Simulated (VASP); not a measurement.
# LiCl (P6_3mc) in VASP: single point with LDA

Aim: the single point of LiCl with LDA.

Everything below comes from runs of VASP 6.6.1. Logs are shortened: lines on timing, memory, paths and dates and some standing lists are left out, and cuts for length are marked.

## Step 1: The structure

The structure is hexagonal, space group P6_3mc (No. 186). The conventional cell has a = 3.925 Å, b = 3.925 Å, c = 6.357 Å, α = 90.00°, β = 90.00°, γ = 120.00°. Li (site symmetry 3m) is surrounded by 4 Cl at 2.40 Å. Cl (site symmetry 3m) has 4 Li at 2.40 Å as nearest neighbours.

Measurements of this composition are mostly on another form, of space group No. 225.

## Step 2: Single point, LDA

Contents of INCAR:

```
SYSTEM = LiCl
PREC = Accurate
ENCUT = 520
EDIFF = 1E-6
ISMEAR = 0
SIGMA = 0.1
LREAL = .False.
LASPH = .True.
NELM = 60
ALGO = Normal
ISIF = 2
LWAVE = .False.
LCHARG = .True.
LELF = .True.
LVHAR = .True.
NBANDS = 18
```

Contents of KPOINTS:

```
Automatic mesh
0
Gamma
  6 6 4
  0 0 0
```

Contents of POSCAR:

```
LiCl
1.0
    3.9248822083      0.0000000000      0.0000000000
   -1.9624411042      3.3990476993      0.0000000000
    0.0000000000      0.0000000000      6.3571610000
Li Cl
2 2
Direct
    0.6666666700      0.3333333300      0.8760170000
    0.3333333300      0.6666666700      0.3760170000
    0.6666666700      0.3333333300      0.4989840000
    0.3333333300      0.6666666700      0.9989840000
```

Potentials or basis: VASP PAW LDA potentials, release 64 (Li_sv, Cl).

Command:

```console
> cat potpaw_LDA.64/Li_sv/POTCAR potpaw_LDA.64/Cl/POTCAR > POTCAR
> mpirun -np 1 vasp_std > vasp.out
```

OUTCAR:

```text
SYSTEM = LiCl
   PREC = Accurate
   ENCUT = 520
   EDIFF = 1E-6
   ISMEAR = 0
   LREAL = .False.
   LASPH = .True.
   NELM = 60
   ISIF = 2

 ion  position               nearest neighbor table
   1  0.667  0.333  0.876-   3 2.40   4 2.40   4 2.40   4 2.40
   2  0.333  0.667  0.376-   4 2.40   3 2.40   3 2.40   3 2.40
   3  0.667  0.333  0.499-   1 2.40   2 2.40   2 2.40   2 2.40
   4  0.333  0.667  0.999-   2 2.40   1 2.40   1 2.40   1 2.40

  LATTYP: Found a hexagonal cell.
 ALAT       =     3.9248822083
 C/A-ratio  =     1.6197074619

  Lattice vectors:

 A1 = (   3.9248822083,   0.0000000000,   0.0000000000)
 A2 = (  -1.9624411042,   3.3990476993,   0.0000000000)
 A3 = (   0.0000000000,   0.0000000000,   6.3571610000)

Analysis of symmetry for initial positions (statically):
=====================================================================
 Subroutine PRICEL returns:
 Original cell was already a primitive cell.

 Routine SETGRP: Setting up the symmetry group for a
 hexagonal supercell.

 Subroutine GETGRP returns: Found 12 space group operations
 (whereof  6 operations were pure point group operations)
 out of a pool of 24 trial point group operations.

The static configuration has the point symmetry C_3v.
 The point group associated with its full space group is C_6v.

Analysis of symmetry for dynamics (positions and initial velocities):
=====================================================================
 Subroutine PRICEL returns:
 Original cell was already a primitive cell.

 Routine SETGRP: Setting up the symmetry group for a
 hexagonal supercell.

 Subroutine GETGRP returns: Found 12 space group operations
 (whereof  6 operations were pure point group operations)
 out of a pool of 24 trial point group operations.

The dynamic configuration has the point symmetry C_3v.
 The point group associated with its full space group is C_6v.

 Subroutine INISYM returns: Found 12 space group operations
 (whereof  6 operations are pure point group operations),
 and found     1 'primitive' translations

----------------------------------------------------------------------------------------

                                     Primitive cell

  volume of cell :      84.8100

  direct lattice vectors                    reciprocal lattice vectors
     3.924882208  0.000000000  0.000000000     0.254784716  0.147100025  0.000000000
    -1.962441104  3.399047699  0.000000000     0.000000000  0.294200049  0.000000000
     0.000000000  0.000000000  6.357161000     0.000000000  0.000000000  0.157302922

  length of vectors
     3.924882208  3.924882208  6.357161000     0.294200049  0.294200049  0.157302922

  position of ions in fractional coordinates (direct lattice)
     0.666666670  0.333333330  0.876017000
     0.333333330  0.666666670  0.376017000
     0.666666670  0.333333330  0.498984000
     0.333333330  0.666666670  0.998984000

  ion indices of the primitive-cell ions
   primitive index   ion index
                 1           1
                 2           2
                 3           3
                 4           4

----------------------------------------------------------------------------------------

 KPOINTS: Automatic mesh

Automatic generation of k-mesh.
 Grid dimensions read from file:
 generate k-points for:    6    6    4

 Generating k-lattice:

  Cartesian coordinates                     Fractional coordinates (reciprocal lattice)
     0.042464119  0.024516671  0.000000000     0.166666667 -0.000000000  0.000000000
     0.000000000  0.049033342  0.000000000     0.000000000  0.166666667  0.000000000
     0.000000000  0.000000000  0.039325730     0.000000000  0.000000000  0.250000000

  Length of vectors
     0.049033342  0.049033342  0.039325730

  Shift w.r.t. Gamma in fractional coordinates (k-lattice)
     0.000000000  0.000000000  0.000000000

 Subroutine IBZKPT returns following result:
 ===========================================

 Found     21 irreducible k-points:

 Following reciprocal coordinates:
            Coordinates               Weight
  0.000000  0.000000  0.000000      1.000000
  0.166667  0.000000  0.000000      6.000000
  0.333333  0.000000  0.000000      6.000000
  0.500000  0.000000  0.000000      3.000000
  0.166667  0.166667  0.000000      6.000000
  0.333333  0.166667  0.000000     12.000000
[... 13 lines left out ...]
  0.333333  0.166667  0.500000     12.000000
  0.333333  0.333333  0.500000      2.000000
   k-points           NKPTS =     21   k-points in BZ     NKDIM =     21   number of bands    NBANDS=     18
   number of dos      NEDOS =    301   number of ions     NIONS =      4
   total plane-waves  NPLWV =  43200
   dimension x,y,z NGX =    30 NGY =   30 NGZ =   48
   dimension x,y,z NGXF=    60 NGYF=   60 NGZF=   96
   ions per type =               2   2
   NGX,Y,Z   is equivalent  to a cutoff of  12.71, 12.71, 12.55 a.u.
   NGXF,Y,Z  is equivalent  to a cutoff of  25.41, 25.41, 25.10 a.u.
 SYSTEM =  LiCl
   PREC   = accura    normal or accurate (medium, high low for compatibility)
   ISTART =      0    job   : 0-new  1-cont  2-samecut
   ICHARG =      2    charge: 1-file 2-atom 10-const
   ISPIN  =      1    spin polarized calculation?
   LNONCOLLINEAR =      F non collinear calculations
   LSORBIT =      F    spin-orbit coupling
   LASPH  =      T    aspherical Exc in radial PAW
   ENCUT  =  520.0 eV  38.22 Ry    6.18 a.u.   7.30  7.30 11.82*2*pi/ulx,y,z
   NELM   =     60;   NELMIN=  2; NELMDL= -5     # of ELM steps
   EDIFF  = 0.1E-05   stopping-criterion for ELM
   LREAL  =      F    real-space projection
   EDIFFG = 0.1E-04   stopping-criterion for IOM
   NSW    =      0    number of steps for IOM
   IBRION =     -1    ionic relax: 0-MD 1-quasi-New 2-CG
   NFREE  =      0    steps in history (QN), initial steepest desc. (CG)
   ISIF   =      2    stress and relaxation
   ISYM   =      2    0-nonsym 1-usesym 2-fastsym
   POTIM  = 0.5000    time-step for ionic-motion
   TEBEG  =    0.0;   TEEND  =   0.0 temperature during run
   PSTRESS=    0.0 pullay stress
   NELECT =      20.0000    total number of electrons
   NUPDOWN=      -1.0000    fix difference up-down
   EMIN   =  10.00;   EMAX   =-10.00  energy-range for DOS
   EFERMI =   0.00;   METHOD = LEGACY
   ISMEAR =     0;   SIGMA  =   0.10  broadening in eV -4-tet -1-fermi 0-gaus
   EFERMI_NEDOS =   21; number of points for ismear=-14 and -15
   IALGO  =     38    algorithm
   IMIX   =      4    mixing-type and parameters
     AMIX     =   0.40;   BMIX     =  1.00
     AMIX_MAG =   1.60;   BMIX_MAG =  1.00
  volume/ion in A,a.u.               =      21.20       143.08
  Fermi-wavevector in a.u.,A,eV,Ry     =   1.011430  1.911325 13.918631  1.022990
  Thomas-Fermi vector in A             =   2.144479
   LORBIT       =      0    0 simple, 1 ext, 2 COOP (PROOUT), +10 PAW based schemes
   GGA     = CA    functional components
   LHFCALC =     F    Hartree Fock is set to
   AEXX    =    0.0000 exact exchange contribution
   IVDW    =     0    specifies the selected vdW correction
   LEPSILON=     F    determine dielectric tensor
   LRPA    =     F    only Hartree local field effects (RPA)
 non-spin polarized calculation
 Gauss-broadening in eV      SIGMA  =   0.10
  energy-cutoff  :      520.00
  volume of cell :       84.81
 maximum number of plane-waves:      2316
 NGX is ok and might be reduce to    30
   NGX = 15   NGY = 15   NGZ = 23

 number of electron      19.9999994 magnetization

 Free energy of the ion-electron system (eV)
  ---------------------------------------------------
  ext. energy  EPLUGINS =         0.00000000
  ---------------------------------------------------
  free energy    TOTEN  =       -15.96601186 eV

  energy without entropy =      -15.96601186  energy(sigma->0) =      -15.96601186

 E-fermi :  -1.0252     XC(G=0):  -8.0788

 val. band max:       -1.4962389934   @ k =   0.0000   0.0000   0.0000
 cond. band min:       4.0301840896   @ k =   0.0000   0.0000   0.0000
 fundamental gap:      5.5264230830
 Fermi energy:        -1.0251721409

 k-point     1 :       0.0000    0.0000    0.0000
  band No.  band energies     occupation
      1     -43.4163      2.00000
      2     -43.4147      2.00000
      3     -14.0877      2.00000
      4     -13.7960      2.00000
      5      -3.5394      2.00000
      6      -1.8291      2.00000
[... 10 lines left out ...]
     17       9.1449      0.00000
     18       9.1449      0.00000

 k-point     2 :       0.1667    0.0000    0.0000
  band No.  band energies     occupation
      1     -43.4159      2.00000
      2     -43.4145      2.00000
      3     -14.0286      2.00000
      4     -13.7694      2.00000
      5      -3.3973      2.00000
      6      -2.2305      2.00000
[... 10 lines left out ...]
     17       9.3227      0.00000
     18       9.6465      0.00000

 k-point     3 :       0.3333    0.0000    0.0000
  band No.  band energies     occupation
      1     -43.4152      2.00000
      2     -43.4143      2.00000
      3     -13.8952      2.00000
      4     -13.7257      2.00000
      5      -3.1530      2.00000
      6      -2.8466      2.00000
[... 10 lines left out ...]
     17       9.7137      0.00000
     18      10.5118      0.00000

 k-point     4 :       0.5000    0.0000    0.0000
  band No.  band energies     occupation
      1     -43.4148      2.00000
      2     -43.4143      2.00000
      3     -13.8097      2.00000
      4     -13.7197      2.00000
      5      -3.3832      2.00000
      6      -2.8807      2.00000
[... 10 lines left out ...]
     17       9.8643      0.00000
     18      11.2496      0.00000

 k-point     5 :       0.1667    0.1667    0.0000
  band No.  band energies     occupation
      1     -43.4154      2.00000
      2     -43.4143      2.00000
      3     -13.9317      2.00000
      4     -13.7343      2.00000
      5      -3.1519      2.00000
      6      -2.6887      2.00000
[... 10 lines left out ...]
     17       9.5876      0.00000
     18      10.0361      0.00000

 k-point     6 :       0.3333    0.1667    0.0000
  band No.  band energies     occupation
      1     -43.4148      2.00000
      2     -43.4143      2.00000
      3     -13.8127      2.00000
      4     -13.7167      2.00000
      5      -3.2424      2.00000
      6      -2.8386      2.00000
[... 10 lines left out ...]
     17       9.8102      0.00000
     18      10.5416      0.00000

 k-point     7 :       0.3333    0.3333    0.0000
  band No.  band energies     occupation
      1     -43.4144      2.00000
      2     -43.4144      2.00000
      3     -13.7414      2.00000
      4     -13.7414      2.00000
      5      -3.2618      2.00000
      6      -2.6914      2.00000
[... 10 lines left out ...]
     17      10.4123      0.00000
     18      10.4609      0.00000

 k-point     8 :       0.0000    0.0000    0.2500
  band No.  band energies     occupation
      1     -43.4160      2.00000
      2     -43.4149      2.00000
      3     -14.0477      2.00000
      4     -13.8415      2.00000
      5      -3.2903      2.00000
      6      -1.8700      2.00000
[... 10 lines left out ...]
     17       8.8668      0.00000
     18       8.8668      0.00000
[... 166 lines left out ...]
     17       9.0130      0.00000
     18       9.0130      0.00000

 k-point    17 :       0.3333    0.0000    0.5000
  band No.  band energies     occupation
      1     -43.4148      2.00000
      2     -43.4148      2.00000
      3     -13.8125      2.00000
      4     -13.8125      2.00000
      5      -3.0709      2.00000
      6      -3.0709      2.00000
[... 10 lines left out ...]
     17       9.6556      0.00000
     18       9.6556      0.00000

 k-point    18 :       0.5000    0.0000    0.5000
  band No.  band energies     occupation
      1     -43.4145      2.00000
      2     -43.4145      2.00000
      3     -13.7654      2.00000
      4     -13.7654      2.00000
      5      -3.3241      2.00000
      6      -3.3241      2.00000
[... 10 lines left out ...]
     17       9.8515      0.00000
     18       9.8515      0.00000

 k-point    19 :       0.1667    0.1667    0.5000
  band No.  band energies     occupation
      1     -43.4149      2.00000
      2     -43.4149      2.00000
      3     -13.8357      2.00000
      4     -13.8357      2.00000
      5      -2.9012      2.00000
      6      -2.9012      2.00000
[... 10 lines left out ...]
     17       9.5509      0.00000
     18       9.5509      0.00000

 k-point    20 :       0.3333    0.1667    0.5000
  band No.  band energies     occupation
      1     -43.4145      2.00000
      2     -43.4145      2.00000
      3     -13.7655      2.00000
      4     -13.7655      2.00000
      5      -3.1754      2.00000
      6      -3.1754      2.00000
[... 10 lines left out ...]
     17      10.2308      0.00000
     18      10.2308      0.00000

 k-point    21 :       0.3333    0.3333    0.5000
  band No.  band energies     occupation
      1     -43.4144      2.00000
      2     -43.4144      2.00000
      3     -13.7417      2.00000
      4     -13.7417      2.00000
      5      -2.9703      2.00000
      6      -2.9703      2.00000
[... 10 lines left out ...]
     17      10.5857      0.00000
     18      10.5857      0.00000

------------------------ aborting loop because EDIFF is reached ----------------------------------------

  FORCE on cell =-STRESS in cart. coord.  units (eV):
  Direction    XX          YY          ZZ          XY          YZ          ZX
  --------------------------------------------------------------------------------------
  -------------------------------------------------------------------------------------
  Total       -1.4460840     -1.4460840     -1.5338803      0.0000000      0.0000000      0.0000000
  in kB      -27.3185105    -27.3185105    -28.9771016      0.0000000      0.0000000      0.0000000
  external PRESSURE =     -27.8713742 kB  Pullay stress =       0.0000000 kB

 VOLUME and BASIS-vectors are now :
 -----------------------------------------------------------------------------
  energy-cutoff  :      520.00
  volume of cell :       84.81
      direct lattice vectors                 reciprocal lattice vectors
     3.924882208  0.000000000  0.000000000     0.254784716  0.147100025  0.000000000
    -1.962441104  3.399047699  0.000000000     0.000000000  0.294200049  0.000000000
     0.000000000  0.000000000  6.357161000     0.000000000  0.000000000  0.157302922

 POSITION                                       TOTAL-FORCE (eV/Angst)
 -----------------------------------------------------------------------------------
      1.96244      1.13302      5.56898         0.000000      0.000000      0.015940
     -0.00000      2.26603      2.39040        -0.000000     -0.000000      0.015940
      1.96244      1.13302      3.17212        -0.000000     -0.000000     -0.015940
     -0.00000      2.26603      6.35070         0.000000     -0.000000     -0.015940
 -----------------------------------------------------------------------------------
    total drift:                                0.000005     -0.000003      0.000107

  FREE ENERGIE OF THE ION-ELECTRON SYSTEM (eV)
  ---------------------------------------------------
  free  energy   TOTEN  =       -15.9660118585 eV

  energy  without entropy=      -15.9660118585  energy(sigma->0) =      -15.96601186
```

Wall time 13 s (1 thread of Intel Xeon 6975P-C (Granite Rapids), shared host); peak memory 0.17 GiB.

What came out:

| Property | Result |
| --- | --- |
| Free energy | -15.9660 eV |
| Largest force | 0.016 eV/Å |
| Band gap on the k mesh | 5.53 eV, direct |

Forces in eV/Å, atoms in the order of the input:
```
Li   0.000  0.000  0.016
Li   0.000  0.000  0.016
Cl   0.000  0.000 -0.016
Cl   0.000  0.000 -0.016
```

Caveat: the cutoff is under 1.25 times the usual one of these potentials, so pressure, stress and relaxed cells hold a basis-set (Pulay) error. Expect the measured gap to be larger: semilocal functionals such as LDA lack the derivative discontinuity.
